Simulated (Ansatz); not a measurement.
# CdO (Monteponite) (Fm-3m) in Ansatz: a series of runs

One crystal, CdO (Monteponite), is run at these levels: RPBE+D3(BJ), PBE; tasks: relaxation of cell and atoms, single point.

Program: Ansatz 0.2.0. These are calculated values, not measurements. Logs are shortened: lines on timing, memory, paths and dates and some standing lists are left out, and cuts for length are marked.

### Step 1. The crystal as given

The structure is cubic, space group Fm-3m (No. 225). The conventional cell has a = 4.699 Å, b = 4.699 Å, c = 4.699 Å, α = 90.00°, β = 90.00°, γ = 90.00°. Around Cd (site symmetry m-3m) lie 6 O at 2.35 Å. O (site symmetry m-3m) has 6 Cd at 2.35 Å as nearest neighbours.

### Step 2. Relaxation of cell and atoms, RPBE+D3(BJ)

input.yaml reads:

```yaml
crystal:
  lattice:
    - [0.0, 2.3495, 2.3495]
    - [2.3495, 0.0, 2.3495]
    - [2.3495, 2.3495, 0.0]
  atoms:
    - { symbol: Cd, position: [0.0, 0.0, 0.0] }
    - { symbol: O, position: [0.5, 0.5, 0.5] }
hamiltonian:
  xc: rpbe
  pseudopotentials: { kind: paw }
  dispersion: d3bj
kpoints:
  mp_grid: { grid: [10, 10, 10] }
scf:
  occupations: { method: fermi_dirac, width: 0.05 }
output:
  forces: true
  stress: true
relax:
  f_tol: 0.01
  max_steps: 40
  cell: { stress_tol: 0.05 }
```

Potentials or basis: Ansatz PAW.

On the command line:

```console
$ ansatz run input.yaml --threads 2 --pin off --max-ram 5632MiB --backend cpu --events-out ev --progress --plain --runs-dir out
```

Output:

```text
Warning: RAYON_NUM_THREADS=2 ignored (pool sized by the plan → 2); use --threads N
Engine: ansatz 0.2.0, aarch64-unknown-linux-gnu
Pseudopotentials: kind: paw
Pseudopotential: Cd, paw, valence charge 20, recommended cutoff 420 eV (normal), Cd.paw.azcp
Pseudopotential: O, paw, valence charge 6, recommended cutoff 420 eV (normal), O.paw.azcp
Functional definition: RPBE
  parameter kappa = 0.804
  parameter beta = 0.06672455060314922
  exchange = rpbe_x(kappa = kappa, mu = beta*pi^2/3)
  correlation = pbe_c(beta = beta)
Crystal: 2 atoms, lattice volume = 25.939 Å³
Basis set: ecut = 420 eV, 531 PW (Γ), exchange–correlation on 48×48×48 points (8 copies of the dense FFT grid, shifted against one another)
Bands: 17, of which v1, the nominal top of the filled ones, is band 13 counted from 1 (12 counted from 0)
Symmetry: 48 space group operations
Space group: Fm-3m (ITA 225), of the structure as read, at distance tolerance 3.0e-5 Å
k-points: 47 of 1000
Non-local potential: Cd, projectors of the file, l = 0: 3, l = 1: 2, l = 2: 2, l = 3: 1
Non-local potential: O, projectors of the file, l = 0: 2, l = 1: 2, l = 2: 1
PAW form: soft (Blöchl's): semilocal exchange-correlation on the pseudo side does not see the compensation charge
PAW frozen core: Cd, regenerated for the run's functional, and the local potential with it (the file was generated under x = pbe(κ = 0.804, μ = 0.2195149727645171), c = pbe(β = 0.06672455060314922))
PAW frozen core: O, regenerated for the run's functional, and the local potential with it (the file was generated under x = pbe(κ = 0.804, μ = 0.2195149727645171), c = pbe(β = 0.06672455060314922))
PAW one-centre angular grid: Cd, 590 points (default); XC on 64 Gauss nodes
PAW one-centre angular grid: O, 110 points (default); XC on 64 Gauss nodes
Initial density: superposition of atomic densities (neutral atoms: chi_scale 0, normalization atom), corrected by the library's trained network
Initial wavefunctions: pseudopotential atomic-orbital guess
Functional: x = rpbe, c = pbe(β = 0.06672455060314922)
SCF iter   1: F=—  HF=-8833.820449 eV  |F-HF|=—  |Δ(HF+E_count)|=         —  Δρ=6.38e-3  dr2=8.64e-3  ethr=1.77e-3  ⟨swp⟩=5.3  Hψ=3580  notcnv=0
preconditioner: auto → none  [insulator: Δε(μ)=0.708 eV  Ē_g=15.603 eV  σ=0.050 eV  W_gap=0.96  n_scr=14 (ndim 8)  ℏωp=30.9 eV  f_vac=0.000  D(μ)=0.04/eV (n_scr^D=0)  ε∞_Penn≈4.9]
SCF iter   2: F=—  HF=-8833.818660 eV  |F-HF|=—  |Δ(HF+E_count)|=   1.79e-3  Δρ=2.23e-3  dr2=1.25e-3  ethr=3.32e-5  ⟨swp⟩=2.4  Hψ=1776  notcnv=0
SCF iter   3: F=—  HF=-8833.818470 eV  |F-HF|=—  |Δ(HF+E_count)|=   1.89e-4  Δρ=9.39e-4  dr2=2.00e-4  ethr=4.80e-6  ⟨swp⟩=2.1  Hψ=1127  notcnv=0
SCF iter   4: F=—  HF=-8833.818448 eV  |F-HF|=—  |Δ(HF+E_count)|=   2.27e-5  Δρ=1.08e-4  dr2=1.32e-6  ethr=7.71e-7  ⟨swp⟩=2.0  Hψ=932  notcnv=0
SCF iter   5: F=—  HF=-8833.818464 eV  |F-HF|=—  |Δ(HF+E_count)|=   1.68e-5  Δρ=1.52e-5  dr2=3.09e-8  ethr=5.06e-9  ⟨swp⟩=2.5  Hψ=1201  notcnv=0
SCF iter   6: F=-8833.818464 eV  HF=-8833.818464 eV  |F-HF|=8.73e-11  |Δ(HF+E_count)|=   3.67e-8  Δρ=2.37e-6  dr2=6.16e-10  ethr=1.19e-10  ⟨swp⟩=1.9  Hψ=2540  notcnv=0
SCF 1 converged in 6 iterations: F = -8833.818464 eV  dr2 = 6.16e-10
relax step   1: F+E_penalty+E_count = -8833.81846433 eV  Δ(F+E_penalty+E_count) = +0.000e0 eV  max|allowed force component| = 7.165e-30 eV/Å  Δτ_max = 0.0000 Å  P = -10.752 GPa  Ω = 25.939 Å³  (6 SCF iters, dr2 threshold 1.00e-7 eV, accepted)
Crystal: 2 atoms, lattice volume = 23.692 Å³
Basis set: ecut = 420 eV, 459 PW (Γ), exchange–correlation on 48×48×48 points (8 copies of the dense FFT grid, shifted against one another)
Initial density: handed on by an earlier stage of this run
Initial wavefunctions: those handed on with the density
iter 1 solved again at ethr=4.20e-5 eV; its pass at ethr=3.10e-3 eV (dr2=1.09e-2 eV) is discarded
SCF iter   1: F=—  HF=-8833.888178 eV  |F-HF|=—  |Δ(HF+E_count)|=         —  Δρ=7.52e-3  dr2=1.08e-2  ethr=4.20e-5  ⟨swp⟩=1.0  Hψ=4734  notcnv=0
preconditioner: auto → none  [insulator: Δε(μ)=0.832 eV  Ē_g=16.331 eV  σ=0.050 eV  W_gap=0.96  n_scr=14 (ndim 8)  ℏωp=32.4 eV  f_vac=0.000  D(μ)=0.04/eV (n_scr^D=0)  ε∞_Penn≈4.9]
SCF iter   2: F=—  HF=-8833.885602 eV  |F-HF|=—  |Δ(HF+E_count)|=   2.58e-3  Δρ=3.56e-3  dr2=1.74e-3  ethr=4.17e-5  ⟨swp⟩=2.0  Hψ=1359  notcnv=0
[... 46 lines left out ...]
Crystal: 2 atoms, lattice volume = 24.100 Å³
iter 1 solved again at ethr=1.75e-8 eV; its pass at ethr=3.10e-3 eV (dr2=4.55e-6 eV) is discarded
SCF iter   1: F=—  HF=-8833.884954 eV  |F-HF|=—  |Δ(HF+E_count)|=         —  Δρ=1.35e-4  dr2=3.50e-6  ethr=1.75e-8  ⟨swp⟩=2.0  Hψ=4504  notcnv=0
preconditioner: auto → none  [insulator: Δε(μ)=0.777 eV  Ē_g=16.151 eV  σ=0.050 eV  W_gap=0.96  n_scr=14 (ndim 8)  ℏωp=32.1 eV  f_vac=0.000  D(μ)=0.04/eV (n_scr^D=0)  ε∞_Penn≈4.9]
SCF iter   2: F=—  HF=-8833.884957 eV  |F-HF|=—  |Δ(HF+E_count)|=   3.96e-6  Δρ=6.26e-5  dr2=5.90e-7  ethr=1.35e-8  ⟨swp⟩=2.1  Hψ=1208  notcnv=0
iter 3 did not close the SCF: its close was put off for the readings that it lacked (scf_convergence_deferred on its scf_iter line)
SCF iter   3: F=-8833.884957 eV  HF=-8833.884957 eV  |F-HF|=1.48e-8  |Δ(HF+E_count)|=   5.74e-8  Δρ=1.58e-5  dr2=5.86e-8  ethr=2.27e-9  ⟨swp⟩=3.0  Hψ=1364  notcnv=0
iter 4 did not close the SCF: its close was put off for the readings that it lacked (scf_convergence_deferred on its scf_iter line)
SCF iter   4: F=-8833.884957 eV  HF=-8833.884957 eV  |F-HF|=4.35e-10  |Δ(HF+E_count)|=   1.78e-9  Δρ=3.96e-6  dr2=2.44e-9  ethr=2.25e-10  ⟨swp⟩=2.0  Hψ=1219  notcnv=0
iter 5 did not close the SCF: its close was put off for the readings that it lacked (scf_convergence_deferred on its scf_iter line)
SCF iter   5: F=-8833.884957 eV  HF=-8833.884957 eV  |F-HF|=3.64e-12  |Δ(HF+E_count)|=  7.97e-10  Δρ=3.11e-7  dr2=9.24e-12  ethr=9.39e-12  ⟨swp⟩=2.0  Hψ=1209  notcnv=0
SCF iter   6: F=-8833.884957 eV  HF=-8833.884957 eV  |F-HF|=1.82e-12  |Δ(HF+E_count)|=    0.00e0  Δρ=2.26e-8  dr2=6.26e-14  ethr=1.00e-12  ⟨swp⟩=1.0  Hψ=1786  notcnv=0
SCF 6 converged in 6 iterations: F = -8833.884957 eV  dr2 = 6.26e-14
relax step   6: F+E_penalty+E_count = -8833.88495742 eV  Δ(F+E_penalty+E_count) = -1.401e-4 eV  max|allowed force component| = 3.504e-29 eV/Å  Δτ_max = 0.0000 Å  P = +0.002 GPa  Ω = 24.100 Å³  energy of the carried Pulay correction = +1.109e-4 eV  (6 SCF iters, dr2 threshold 1.72e-7 eV, accepted)
iter 1 solved again at ethr=5.26e-9 eV; its pass at ethr=3.10e-3 eV (dr2=1.37e-6 eV) is discarded
SCF iter   1: F=—  HF=-8833.884807 eV  |F-HF|=—  |Δ(HF+E_count)|=         —  Δρ=1.51e-5  dr2=9.49e-9  ethr=5.26e-9  ⟨swp⟩=3.0  Hψ=5781  notcnv=0
preconditioner: auto → none  [insulator: Δε(μ)=0.776 eV  Ē_g=16.150 eV  σ=0.050 eV  W_gap=0.96  n_scr=14 (ndim 8)  ℏωp=32.1 eV  f_vac=0.000  D(μ)=0.04/eV (n_scr^D=0)  ε∞_Penn≈4.9]
SCF iter   2: F=—  HF=-8833.884812 eV  |F-HF|=—  |Δ(HF+E_count)|=   4.74e-6  Δρ=6.75e-6  dr2=1.60e-9  ethr=3.65e-11  ⟨swp⟩=2.0  Hψ=1225  notcnv=0
SCF iter   3: F=—  HF=-8833.884812 eV  |F-HF|=—  |Δ(HF+E_count)|=   4.09e-9  Δρ=1.88e-6  dr2=2.07e-10  ethr=6.15e-12  ⟨swp⟩=2.0  Hψ=1223  notcnv=0
iter 4 did not close the SCF: its close was put off for the readings that it lacked (scf_convergence_deferred on its scf_iter line)
SCF iter   4: F=-8833.884812 eV  HF=-8833.884812 eV  |F-HF|=5.46e-12  |Δ(HF+E_count)|=  2.42e-10  Δρ=3.78e-7  dr2=1.05e-11  ethr=1.00e-12  ⟨swp⟩=2.0  Hψ=1360  notcnv=0
iter 5 did not close the SCF: its close was put off for the readings that it lacked (scf_convergence_deferred on its scf_iter line)
SCF iter   5: F=-8833.884812 eV  HF=-8833.884812 eV  |F-HF|=0.00e0  |Δ(HF+E_count)|=  9.09e-12  Δρ=6.91e-8  dr2=3.26e-13  ethr=1.00e-12  ⟨swp⟩=1.0  Hψ=799  notcnv=0
iter 6 did not close the SCF: its close was put off for the readings that it lacked (scf_convergence_deferred on its scf_iter line)
SCF iter   6: F=-8833.884812 eV  HF=-8833.884812 eV  |F-HF|=1.82e-12  |Δ(HF+E_count)|=  3.64e-12  Δρ=6.19e-9  dr2=5.80e-15  ethr=1.00e-12  ⟨swp⟩=1.0  Hψ=799  notcnv=0
iter 7 did not close the SCF: its close was put off for the readings that it lacked (scf_convergence_deferred on its scf_iter line)
SCF iter   7: F=-8833.884812 eV  HF=-8833.884812 eV  |F-HF|=3.64e-12  |Δ(HF+E_count)|=    0.00e0  Δρ=1.79e-9  dr2=3.46e-16  ethr=1.00e-12  ⟨swp⟩=1.0  Hψ=799  notcnv=0
SCF iter   8: F=-8833.884812 eV  HF=-8833.884812 eV  |F-HF|=1.82e-12  |Δ(HF+E_count)|=    0.00e0  Δρ=1.50e-10  dr2=4.84e-18  ethr=1.00e-12  ⟨swp⟩=1.0  Hψ=1786  notcnv=0
SCF 7 converged in 8 iterations: F = -8833.884812 eV  dr2 = 4.84e-18
relax step   7: F+E_penalty+E_count = -8833.88481160 eV  Δ(F+E_penalty+E_count) = +1.458e-4 eV  max|allowed force component| = 3.701e-29 eV/Å  Δτ_max = 0.0000 Å  P = -0.001 GPa  Ω = 24.100 Å³  stress off target by 1.24e-3 GPa  SCF on the basis re-selected at this cell (its energy is not comparable with the rows above)  (8 SCF iters)
basis re-selected at this cell: Δ(F+E_penalty+E_count) = +1.458e-4 eV, ΔP = -0.003 GPa vs the last step (what re-selecting the basis moved, of the pressure what is left beyond the Pulay correction that the steps carried, after the strain that the cell walked since its last selection, with what the two solves' SCF thresholds leave and, on support functions, any second-order correction that the steps lacked; it is no measure of the basis error at this ecutwfc). This SCF's stress stands 1.24e-3 GPa from its target on what of the cell is left free (relax.cell.stress_tol is 5.00e-2 GPa) and its largest allowed force component is 3.70e-29 eV/Å (relax.f_tol is 1.00e-2 eV/Å): within both
SCF converged after 8 iterations
Free energy (F): -8833.884812 eV
Harris-Foulkes:  -8833.884812 eV  (|F-HF|=1.82e-12)
Internal energy: -8833.884297 eV  (E = F + TS)
E sigma→0 (E₀):  -8833.884554 eV
Entropy (-TS):   -0.000515 eV (-0.257 meV/atom)
Fermi energy:    14.547740 eV
--- Per-component energies (eV) ---
  E_band       = -313.026034
  E_kinetic    = 683.384059
  E_local      = -2901.126874  (includes V_loc(G=0)·N_el)
  E_nonlocal   = 82.417288
  E_hartree    = 1358.940249
  E_xc         = -251.900616
  E_vxc        = -317.061385  (∫ρ·V_xc dr)
  E_paw        = -4253.186144  (= ΣΔE_a)
  E_vpaw       = -578.522035  (= ΣTr[D̂ρ^β])
  E_aug_tail   = 0.002415  (compensation charges beyond the density's cutoff)
  E_ewald      = -3549.545308
  E_disp       = -2.736285  (pairwise vdW)
  E_core_change = -0.133081  (= ΣΔE_core)
  E_smearing   = -0.000515  (= −TS)
  E_closure    = 0.000000  (closes the sum)
  Σ components = -8833.884812   (vs F -8833.884812, Δ=0.00e0)
--- Forces (eV/Å), atoms counted from 1 ---
  atom   1  Cd     0.00000000    -0.00000000    -0.00000000
  atom   2  O     -0.00000000    -0.00000000    -0.00000000
  max |Σ_I F_I| component: 5.85e-29 eV/Å
--- Stress (GPa, compression-positive) ---
       -0.001236       0.000000       0.000000
        0.000000      -0.001236      -0.000000
        0.000000      -0.000000      -0.001236
  P = ⅓ Tr σ = -0.0012 GPa (-0.012 kbar)
--- Relaxed structure (5 steps of the walk, 5 accepted, 2 SCFs on fresh bases) ---
  F+E_penalty+E_count = -8833.88481160 eV   max|allowed force component| = 3.701e-29 eV/Å   (the final SCF, on the basis selected at the relaxed cell)
  cell:  # Å, volume = 24.1002 Å³
    - [6.050754289063514e-35, 2.292611493849305, 2.2926114938493045]
    - [2.292611493849305, -1.1713384536558809e-34, 2.2926114938493045]
    - [2.292611493849305, 2.292611493849305, 2.363575894165435e-34]
  atoms:
    - { symbol: Cd, position: [-2.1346850663880237e-36, 1.921216559748634e-36, 3.6289646128628783e-36] }
    - { symbol: O, position: [0.5000000000000001, 0.5000000000000001, 0.4999999999999999] }
```

Wall time 4.7 s (2 threads of Arm Neoverse V1, shared host); peak memory 0.3 GiB.

What came out:

```yaml
Free_energy: -8833.8848 eV
Relaxed_volume: 12.05 Å³/atom
Relaxed_cell: a = 3.242 Å, b = 3.242 Å, c = 3.242 Å, α = 60.00°, β = 60.00°, γ = 60.00°
Space_group_after_relaxing_to_0.05_Å: Fm-3m (No. 225)
Energy_gained_by_relaxing: 33.2 meV/atom
Ionic_steps: 7
Pressure_after_relaxing: 0.0 GPa
```

The path:
```tsv
step	energy change (eV)	largest force (eV/Å)	volume (Å³)
1	0.0000	0.0000	25.94
2	-0.0670	0.0000	23.69
3	-0.0700	0.0000	24.20
4	-0.0702	0.0000	24.14
5	-0.0664	0.0000	24.14
6	-0.0665	0.0000	24.10
7	-0.0663	0.0000	24.10
```

Final structure:
```
Cd O
1.0
     0.00000    2.29261    2.29261
     2.29261    0.00000    2.29261
     2.29261    2.29261    0.00000
Cd O
1 1
Direct
  0.00000 0.00000 0.00000
  0.50000 0.50000 0.50000
```

Caveat: the plane-wave basis is chosen anew once the cell has moved, so the energies of steps on either side of that aren't comparable; the pressure holds a Pulay correction of +0.5 GPa for the finite cutoff; the PAW data sets come from PBE, with cores solved anew for the run's functional, which leaves a small shift of forces and pressure.

### Step 3. Single point, PBE

input.yaml reads:

```yaml
crystal:
  lattice:
    - [0.0, 2.3495, 2.3495]
    - [2.3495, 0.0, 2.3495]
    - [2.3495, 2.3495, 0.0]
  atoms:
    - { symbol: Cd, position: [0.0, 0.0, 0.0] }
    - { symbol: O, position: [0.5, 0.5, 0.5] }
hamiltonian:
  xc: pbe
  pseudopotentials: { kind: paw }
kpoints:
  mp_grid: { grid: [10, 10, 10] }
scf:
  occupations: { method: gaussian, width: 0.013 }
output:
  forces: true
  stress: true
  eigenvalues: true
```

Potentials or basis: Ansatz PAW.

On the command line:

```console
$ ansatz run input.yaml --threads 2 --pin off --max-ram 5632MiB --backend cpu --events-out ev --progress --plain --runs-dir out
```

It took 0.75 s on 2 threads of Arm Neoverse V1, shared host; peak memory 0.28 GiB.

Results (log left out):

| Property | Result |
| --- | --- |
| Free energy | -8821.4198 eV |
| Pressure | 6.1 GPa |
| Band gap on the k mesh | none (metal or under the smearing width) |

Levels at points of the mesh, in eV from the Fermi level:
```csv
k point,band 11,band 12,band 13,band 14,band 15,band 16
"(0.00, 0.00, 0.00)",-1.37,-1.37,-1.37,-0.42,14.51,17.03
"(0.00, 0.00, -0.50)",-3.81,-0.01,-0.01,4.43,7.32,11.87
"(0.00, -0.50, -0.50)",-4.33,-2.33,-2.33,3.91,8.51,11.23
```

Caveat: the pressure holds a Pulay correction of +0.5 GPa for the finite cutoff; this crystal is a semiconductor, whose small gap the functional closes, so the metal is an error of the method.

### Step 4. Single point, PBE

Edit input.yaml of step 3 so:

```diff
@@ -14,3 +14,3 @@
 scf:
-  occupations: { method: gaussian, width: 0.013 }
+  occupations: { method: gaussian, width: 0.014 }
 output:
```

On the command line:

```console
$ ansatz run input.yaml --threads 2 --pin off --max-ram 5632MiB --backend cpu --events-out ev --progress --plain --runs-dir out
```

Run time: 0.74 s. Hardware: 2 threads of Arm Neoverse V1, shared host; peak memory 0.28 GiB.

Results (log left out):

```yaml
Free_energy: -8821.4198 eV
Pressure: 6.1 GPa
Band_gap_on_the_k_mesh: none (metal or under the smearing width)
```

Levels at points of the mesh, in eV from the Fermi level:
| k point | band 11 | band 12 | band 13 | band 14 | band 15 | band 16 |
| --- | --- | --- | --- | --- | --- | --- |
| (0.00, 0.00, 0.00) | -1.37 | -1.37 | -1.37 | -0.42 | 14.51 | 17.03 |
| (0.00, 0.00, -0.50) | -3.81 | -0.01 | -0.01 | 4.43 | 7.32 | 11.87 |
| (0.00, -0.50, -0.50) | -4.33 | -2.33 | -2.33 | 3.91 | 8.51 | 11.23 |

Caveat: the pressure holds a Pulay correction of +0.5 GPa for the finite cutoff; this crystal is a semiconductor, whose small gap the functional closes, so the metal is an error of the method.

### Step 5. The runs side by side

```tsv
task	level	cell	smearing	gap on the mesh (eV)	pressure (GPa)
relaxation of cell and atoms	RPBE+D3(BJ)	relaxed	fermi-dirac 0.05 eV	-	0.0
single point	PBE	as given	gaussian 0.013 eV	none	6.1
single point	PBE	as given	gaussian 0.014 eV	none	6.1
```

Alike in all rows: potentials or basis Ansatz PAW; no spin polarisation; k mesh 10 × 10 × 10; cutoff (eV) 420.

Caveats: this crystal is a semiconductor, whose small gap the functional closes, so the metal is an error of the method (some runs); the plane-wave basis is chosen anew once the cell has moved, so the energies of steps on either side of that aren't comparable (some runs); the PAW data sets come from PBE, with cores solved anew for the run's functional, which leaves a small shift of forces and pressure (some runs).

Absolute energies hang on the potentials; compare differences alone.
